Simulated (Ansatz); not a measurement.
# Localised basis functions on bare Al-Cu alloy nanowire along [110] (38 atoms), part 3 of 3

Wanted: errors and times of a linear-scaling basis for bare Al-Cu alloy nanowire along [110] (38 atoms). A setting counts as converged where the r.m.s. difference of forces stays under 1 % of the r.m.s. force.

Ansatz 0.2.0; Kohn-Sham DFT, PBE, PAW (set soft_2), plane waves.

The cell: 19 Cu and 19 Al. The cell is under 6 Å thick along one periodic direction. The host structure and its lattice constant were typed by rule, without a check against the phase diagram. Beside vacuum, support functions can miss their usual error bounds without a warning.

So far. Step 11 (Support functions medium, spacing 0.183 Å): Forces differ from the reference by 0.75 meV/Å r.m.s., 0.37 % of their size, within a tolerance of 1 %; the energy by -1.9 meV/atom. It took 2.6 min and 15 cycles; the reference's time can't be set against it, since the two runs asked for unlike analyses. The two runs also began from different starting densities, which bears on cycles and time.

## (13) What the reference run shows

The comparisons rest on this run, so its electronic structure is set out here.

Neighbours are counted within 3.18 Å (Al-Al), 3.18 Å (Al-Cu), 3.18 Å (Cu-Cu).

Length of the force by element and coordination:

| element | coordination | atoms | mean length of the force (eV/Å) | spread | least | most |
| --- | --- | --- | --- | --- | --- | --- |
| Al | all | 19 | 0.347 | 0.133 | 0.0992 | 0.605 |
| Al | 7 | 7 | 0.312 | 0.122 | 0.0992 | 0.541 |
| Al | 8 | 3 | 0.222 | 0.0713 | 0.141 | 0.315 |
| Al | 9 | 2 | 0.282 | 0.0403 | 0.242 | 0.323 |
| Al | 12 | 7 | 0.454 | 0.0997 | 0.297 | 0.605 |
| Cu | all | 19 | 0.306 | 0.0929 | 0.125 | 0.467 |
| Cu | 7 | 5 | 0.380 | 0.047 | 0.308 | 0.431 |
| Cu | 8 | 1 | 0.442 | 0 | 0.442 | 0.442 |
| Cu | 9 | 6 | 0.289 | 0.101 | 0.125 | 0.467 |
| Cu | 12 | 7 | 0.249 | 0.0547 | 0.166 | 0.337 |

States in the cell by windows of 1 eV, zero at the Fermi level; the larger projections on atomic orbitals stand beside the total:

| from (eV) | to (eV) | total | Cu d | Al p | Al s | Cu s |
| --- | --- | --- | --- | --- | --- | --- |
| -14 | -11 | 0.0 | 0.0 | 0.0 | 0.0 | 0.0 |
| -11 | -10 | 1.2 | 0.0 | 0.3 | 0.6 | 0.4 |
| -10 | -9 | 3.5 | 0.0 | 1.1 | 1.5 | 0.9 |
| -9 | -8 | 3.6 | 0.1 | 1.3 | 1.5 | 0.7 |
| -8 | -7 | 6.2 | 0.3 | 2.7 | 1.9 | 1.2 |
| -7 | -6 | 7.9 | 0.8 | 3.3 | 2.3 | 1.4 |
| -6 | -5 | 12.3 | 3.5 | 4.2 | 2.8 | 1.7 |
| -5 | -4 | 28.5 | 19.5 | 4.1 | 2.2 | 2.3 |
| -4 | -3 | 76.4 | 67.8 | 5.2 | 1.5 | 1.3 |
| -3 | -2 | 87.2 | 78.8 | 5.0 | 1.7 | 1.2 |
| -2 | -1 | 23.8 | 11.8 | 7.3 | 2.3 | 1.8 |
| -1 | 0 | 15.8 | 2.9 | 7.9 | 2.0 | 2.0 |
| 0 | 1 | 14.4 | 1.5 | 7.4 | 2.0 | 2.1 |
| 1 | 2 | 14.8 | 0.8 | 7.6 | 2.1 | 2.1 |
| 2 | 3 | 16.7 | 0.6 | 7.4 | 2.4 | 2.8 |
| 3 | 4 | 19.4 | 0.5 | 7.9 | 2.3 | 2.5 |

The stored curve holds about 266 of the 418 electrons; the rest, give or take the few that broadening carries across the Fermi level, lie in deeper levels below its range.

The levels nearest the highest filled one (over half full), pooled over k-points and spins:

| level less the highest filled one (eV) | occupation |
| --- | --- |
| -0.158 | 1.70 |
| -0.108 | 1.54 |
| -0.0839 | 1.45 |
| -0.0359 | 1.25 |
| -0.0104 | 1.12 |
| 0 | 1.07 |
| 0.0632 | 0.759 |
| 0.111 | 0.552 |
| 0.111 | 0.551 |
| 0.183 | 0.312 |
| 0.188 | 0.3 |
| 0.263 | 0.154 |

Valence density in the cb plane at fractional x = 0.492, with atoms of Cu and Al within 0.2 Å of it. It is the smooth field of the valence electrons, not physical close to the nuclei.

Values in e/Å³, 24 rows by 15 columns, each cell a mean:
```
 0  0  0  0  0  0  0  0  0  0  0  0  0  0  0
 0  0  0  0  0  0  0  0  0  0  0  0  0  0  0
 0  0  0  0  0  0  0  0  0  0  0  0  0  0  0
 0  0  0  0  0  0  0  0  0  0  0  0  0  0  0
 0  0  0  0  0  0  0  0  0  0  0  0  0  0  0
 0  0  0  0  0  0  0  0  0  0  0  0  0  0  0
 0  0  0  0  0  0  0  0  0  0  0  0  0  0  0
 1  1  0  0  0  0  0  0  1  0  0  0  0  0  0
22 20  5  1  0  0  2 12 26 11  1  0  0  1  4
 7  7  2  0  0  0  1  4  9  4  1  0  0  0  2
 0  0  0  0  0  0  0  0  0  0  0  0  0  0  0
23 16  3  0  0  0  2 12 23  9  1  0  0  1  5
10  7  2  0  0  0  1  6 11  5  1  0  0  0  3
 0  0  0  0  0  0  0  0  0  0  0  0  0  0  0
 0  0  0  0  0  0  0  0  0  0  0  0  0  0  0
 0  0  0  0  0  0  0  0  0  0  0  0  0  0  0
 0  0  0  0  0  0  0  0  0  0  0  0  0  0  0
18 15  3  0  0  0  0  0  0  0  0  0  0  1  4
17 14  3  0  0  0  0  0  0  0  0  0  0  1  3
 0  0  0  0  0  0  0  0  0  0  0  0  0  0  0
 0  0  0  0  0  0  0  0  0  0  0  0  0  0  0
 0  0  0  0  0  0  0  0  0  0  0  0  0  0  0
 0  0  0  0  0  0  0  0  0  0  0  0  0  0  0
 0  0  0  0  0  0  0  0  0  0  0  0  0  0  0
```
Columns run along c (5.3 Å), rows up along b (20.5 Å). Atoms in or near the plane, at fractional coordinates: Cu at (0.04, 0.25), Al at (0.54, 0.24), Al at (0.03, 0.37), Al at (0.54, 0.37), Cu at (0.04, 0.50), Cu at (0.54, 0.50), Cu at (0.05, 0.63), Cu at (0.55, 0.63), Al at (0.05, 0.76), Al at (0.55, 0.76).

Electrostatic potential energy in the cb plane at fractional x = 0.492, with atoms of Cu and Al within 0.2 Å of it. With pseudopotentials it is smooth inside the atoms' cores, unlike the true potential.

Values in eV, 24 rows by 15 columns, each cell a mean:
```
  5   5   5   5   5   5   5   5   5   5   5   5   5   5   5
  5   5   5   5   5   5   5   5   5   5   5   5   5   5   5
  4   4   4   5   5   5   4   4   4   4   4   5   5   5   4
  3   3   3   4   4   4   4   3   3   3   4   4   4   4   4
 -9  -9  -5  -1   2   1  -3  -7  -9  -8  -3   1   2   0  -5
 -9  -9 -15 -11  -3  -5 -15 -13  -8 -12 -16  -5  -2  -9 -16
-12 -12 -11  -5   0  -1  -8 -12 -12 -12  -8  -2   0  -4 -10
 -7  -6  -2   1   3   2   0  -4  -7  -4   0   2   2   1  -2
-47 -47 -33  -9   0  -2 -21 -43 -47 -44 -19  -2   0  -9 -34
-31 -31 -18  -4   1   0 -11 -27 -33 -27  -9   0   1  -3 -18
 -5  -4  -1   2   3   2   0  -3  -4  -2   1   2   3   1  -1
-46 -44 -28  -6   1  -2 -22 -42 -46 -41 -16  -1   0 -11 -36
-35 -32 -18  -3   1  -1 -14 -31 -36 -30 -10   0   1  -6 -24
 -4  -3  -1   1   2   1   0  -2  -3  -2   1   2   2   1  -2
-12 -13 -14  -6  -1  -5 -13 -14 -12 -15 -10  -3  -3 -10 -15
-12 -13 -14  -6  -2  -6 -14 -13 -11 -15 -12  -3  -3 -10 -15
 -5  -5  -2   1   2   1  -2  -5  -6  -4  -1   2   2   0  -3
-42 -41 -26  -6   0  -3 -11 -14 -13 -14  -9  -1   0  -8 -30
-41 -39 -25  -6   0  -5 -15 -13 -10 -14 -13  -3   0  -7 -29
  0   0   2   3   3   2  -1  -4  -6  -4   0   2   3   3   1
  4   4   4   4   4   4   4   4   4   4   4   4   4   4   4
  5   5   5   5   5   5   5   5   4   5   5   5   5   5   5
  5   5   5   5   5   5   5   5   5   5   5   5   5   5   5
  5   5   5   5   5   5   5   5   5   5   5   5   5   5   5
```
Columns run along c (5.3 Å; values clipped at the 3rd and 97th percentile), rows up along b (20.5 Å). Atoms in or near the plane, at fractional coordinates: Cu at (0.04, 0.25), Al at (0.54, 0.24), Al at (0.03, 0.37), Al at (0.54, 0.37), Cu at (0.04, 0.50), Cu at (0.54, 0.50), Cu at (0.05, 0.63), Cu at (0.55, 0.63), Al at (0.05, 0.76), Al at (0.55, 0.76).

Within 0.4 eV of the Fermi level the largest share is Al p (55 % of the projected weight).

## (14) Local order

These statistics describe the geometry on which the runs were made.

Normalised to the volume that the atoms fill. Pair distribution functions g(r), in bins of 0.1 Å:

| r (Å) | total | Al-Al | Al-Cu | Cu-Cu |
| --- | --- | --- | --- | --- |
| 2.45 | 0.00 | 0.00 | 0.00 | 0.00 |
| 2.55 | 3.12 | 0.00 | 1.33 | 9.80 |
| 2.65 | 10.90 | 7.87 | 12.70 | 10.50 |
| 2.75 | 3.57 | 6.90 | 3.70 | 0.00 |
| 2.85 | 0.73 | 2.55 | 0.18 | 0.00 |
| 2.95 | 0.00 | 0.00 | 0.00 | 0.00 |
| 3.05 | 0.00 | 0.00 | 0.00 | 0.00 |
| 3.15 | 0.00 | 0.00 | 0.00 | 0.00 |
| 3.25 | 0.00 | 0.00 | 0.00 | 0.00 |
| 3.35 | 0.00 | 0.00 | 0.00 | 0.00 |
| 3.45 | 0.00 | 0.00 | 0.00 | 0.00 |
| 3.55 | 0.06 | 0.00 | 0.11 | 0.00 |
| 3.65 | 1.09 | 0.44 | 1.31 | 1.30 |
| 3.75 | 1.66 | 1.03 | 2.39 | 0.84 |
| 3.85 | 0.75 | 0.80 | 0.60 | 0.99 |
| 3.95 | 0.28 | 0.38 | 0.38 | 0.00 |
| 4.05 | 0.09 | 0.36 | 0.00 | 0.00 |
| 4.15 | 0.00 | 0.00 | 0.00 | 0.00 |
| 4.25 | 0.00 | 0.00 | 0.00 | 0.00 |
| 4.35 | 0.04 | 0.00 | 0.00 | 0.15 |
| 4.45 | 0.81 | 0.00 | 0.73 | 1.76 |
| 4.55 | 3.73 | 1.68 | 3.72 | 5.79 |
| 4.65 | 3.52 | 4.59 | 3.66 | 2.17 |
| 4.75 | 0.81 | 0.91 | 1.16 | 0.00 |
| 4.85 | 0.31 | 0.87 | 0.19 | 0.00 |
| 4.95 | 0.00 | 0.00 | 0.00 | 0.00 |
| 5.05 | 0.03 | 0.00 | 0.00 | 0.11 |
| 5.15 | 0.27 | 0.00 | 0.16 | 0.77 |
| 5.25 | 1.76 | 2.31 | 0.69 | 3.37 |
| 5.35 | 0.64 | 0.71 | 0.71 | 0.41 |
| 5.45 | 0.47 | 0.69 | 0.59 | 0.00 |
| 5.55 | 0.14 | 0.57 | 0.00 | 0.00 |
| 5.65 | 0.00 | 0.00 | 0.00 | 0.00 |
| 5.75 | 0.20 | 0.00 | 0.18 | 0.44 |
| 5.85 | 1.43 | 0.68 | 1.36 | 2.30 |
| 5.95 | 2.13 | 1.89 | 2.60 | 1.41 |
| 6.05 | 0.46 | 0.72 | 0.56 | 0.00 |
| 6.15 | 0.31 | 0.69 | 0.27 | 0.00 |
| 6.25 | 0.04 | 0.00 | 0.08 | 0.00 |
| 6.35 | 0.13 | 0.00 | 0.11 | 0.29 |
| 6.45 | 0.30 | 0.00 | 0.46 | 0.28 |
| 6.55 | 0.44 | 0.48 | 0.48 | 0.34 |
| 6.65 | 0.23 | 0.33 | 0.30 | 0.00 |
| 6.75 | 0.02 | 0.00 | 0.00 | 0.06 |

Neighbours by pair of elements; one cutoff, the widest of the pairs' first minima of g(r), serves all pairs of this metal:

| pair A-B | cutoff (Å) | bonds | mean length (Å) | spread (Å) | shortest (Å) | B about A | A about B |
| --- | --- | --- | --- | --- | --- | --- | --- |
| Al-Al | 3.18 | 44 | 2.72 | 0.066 | 2.61 | 4.63 | 4.63 |
| Al-Cu | 3.18 | 87 | 2.67 | 0.052 | 2.55 | 4.58 | 4.58 |
| Cu-Cu | 3.18 | 47 | 2.60 | 0.044 | 2.53 | 4.95 | 4.95 |

How many atoms have how many bonded neighbours:

| element | mean | 7 | 8 | 9 | 12 |
| --- | --- | --- | --- | --- | --- |
| Al | 9.21 | 7 | 3 | 2 | 7 |
| Cu | 9.53 | 5 | 1 | 6 | 7 |

Counting bonds as in the table, 37 % of Al atoms have 7 and as many 12 and 37 % of Cu atoms have 12 bonded neighbours.

Local excerpt of 14 atoms (numbers count through the whole input) about Cu36, which has 8 bonded neighbours where the commonest count for Cu is 12; x, y, z are measured from there.

| atom | x | y | z | distance (Å) | bonds | Fx | Fy | Fz (eV/Å) |
| --- | --- | --- | --- | --- | --- | --- | --- | --- |
| Cu36 | 0.00 | 0.00 | 0.00 | 0.00 | 8 | -0.43 | -0.09 | 0.07 |
| Al38 | 0.01 | 2.61 | 0.10 | 2.61 | 7 | 0.06 | 0.04 | -0.30 |
| Al35 | 0.16 | 0.06 | -2.62 | 2.63 | 8 | 0.16 | 0.09 | 0.11 |
| Al20 | -1.88 | -1.32 | -1.32 | 2.65 | 12 | -0.18 | 0.38 | 0.13 |
| Al35 | 0.16 | 0.06 | 2.66 | 2.67 | 8 | 0.16 | 0.09 | 0.11 |
| Cu24 | -1.97 | 1.30 | -1.26 | 2.67 | 12 | 0.15 | -0.25 | -0.02 |
| Al22 | -1.87 | -1.38 | 1.33 | 2.68 | 12 | -0.11 | 0.26 | -0.07 |
| Al34 | 0.14 | -2.71 | 0.00 | 2.71 | 7 | 0.07 | 0.03 | -0.07 |
| Al26 | -1.94 | 1.32 | 1.38 | 2.73 | 12 | -0.50 | -0.27 | 0.09 |
| Cu37 | -0.13 | 2.63 | -2.49 | 3.63 | 7 | -0.32 | -0.10 | -0.27 |
| Al33 | 0.15 | -2.72 | -2.63 | 3.79 | 7 | 0.07 | -0.24 | 0.06 |
| Al33 | 0.15 | -2.72 | 2.66 | 3.81 | 7 | 0.07 | -0.24 | 0.06 |
| Cu25 | -3.81 | -0.02 | 0.05 | 3.81 | 12 | 0.08 | -0.24 | -0.07 |
| Cu37 | -0.13 | 2.63 | 2.79 | 3.84 | 7 | -0.32 | -0.10 | -0.27 |

The column of bonds counts only the pairs Al-Al within 3.18 Å, Al-Cu within 3.18 Å, Cu-Cu within 3.18 Å; other neighbours, such as metal atoms beside each other in a compound, aren't counted, and periodic images can show an atom twice.

## (15) Results

```json
{"free energy per atom": "-3581.0758 eV/atom", "r.m.s. force component": "0.2003 eV/Å", "wall time of the 10 DFT runs": "21 min"}
```

What this shows: Against plane waves at 420 eV, the forces differ by 0.88 meV/Å (0.44 %) with support functions medium, and by 0.69 meV/Å in the closest run (support functions high). Differences between support functions and plane waves include what basis error the plane-wave run still has. As the typed spacing goes from 0.183 to 0.343 Å, the force difference goes from 0.75 to 48 meV/Å, and the time from 2.6 min to 77 s.

21 levels are partly filled, by over 2 % (on the run's k-points), as in a metal. Counting bonds as in the table, 37 % of Al atoms have 7 and as many 12 and 37 % of Cu atoms have 12 bonded neighbours.

**Limits.** The geometry was minimised with a classical potential and isn't relaxed at this level: its force components are 0.20 eV/Å r.m.s.

[Logs are printed without paths, hosts, clocks, repeated set-up lines and the standing remarks that a program may print on its own settings, such as how far it seeks lower states.]

[Hosts, paths, dates, database ids (printed as entryN), source tags and the programs' standing remarks are cut or masked in the printed files.]
